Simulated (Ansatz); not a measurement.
SnO films: biaxial stress and wafer bow

Plane-wave DFT in Ansatz, PBE, scalar-relativistic PAW potentials, cutoff 420 eV, no spin-orbit coupling; no spin polarisation. SnO in space group P4/nmm, strained equally along a and b of the conventional cell, with c and the atoms relaxed within the symmetry (a film with c along the normal). Stress is the in-plane mean, tension positive.

```tsv
strain (%)	stress (GPa)	E − E(0) (meV/atom)
-6.0	-10.98	74.0
-4.0	-6.96	31.5
-2.0	?	7.5
+0.0	0.00	0.0
+2.0	2.80	6.9
+4.0	5.13	26.0
+6.0	7.03	55.3
```

Task: Fit the stress, get the biaxial modulus and predict the missing row.

Result: A parabola through the given rows is σ = -0.01 + 1.504 ε -0.0549 ε² GPa (ε in %), so M = dσ/dε = 150 GPa at zero. It predicts -3.24 GPa at -2.0 %; the run gave -3.26 GPa. The miss is 0.02 GPa, so the fit holds. The negative square term means that the film is stiffer in compression than in tension. The energies check it: E/V = Mε² at small strain, and a cubic fit with V = 18.95 Å³/atom gives M = 152 GPa, in agreement.

Task: How much does a 20 nm film at +0.5 % strain bow a 300 mm Si(001) wafer 775 μm thick?

Result: The fit, without its small constant, gives σ = 0.74 GPa. Stoney's formula, κ = 6σt_f/(M_s t_s²) with M_s = 180.5 GPa for Si(001) (literature), gives |κ| = 0.82×10⁻³ m⁻¹ and a bow κr²/2 = 9.2 μm at r = 150 mm, with the film side concave (tension pulls the edges up). This assumes a single-crystal or fully textured, unrelaxed film at 0 K.

Cost: about 5 core-minutes for the runs cited, on Intel Xeon 6975P-C (Granite Rapids) (shared hosts).

The film softens steadily from compression to tension: equal strains of 6 % cost 74.0 meV/atom when compressive but only 55.3 meV/atom when tensile. This is the usual anharmonicity of a bonded network, since short-range repulsion rises steeply as the Sn–O framework is squeezed, while the restoring force weakens as it is stretched. In layered SnO the in-plane stiffness comes mainly from the Sn–O bonds within each layer. The gap between layers, lined by the Sn lone pairs, is soft and can take up much of the Poisson response along c, so the biaxial modulus says little about stiffness along the normal.

PBE lacks long-range dispersion and probably makes this gap too wide, which would dilute a stress averaged over the cell volume. The recovered point at -2.0 % supports the parabola as an interpolation, not as a guide to larger strains. Because the relaxation keeps the tetragonal symmetry, the smooth curve doesn't show that the compressed film would resist a symmetry-lowering distortion.
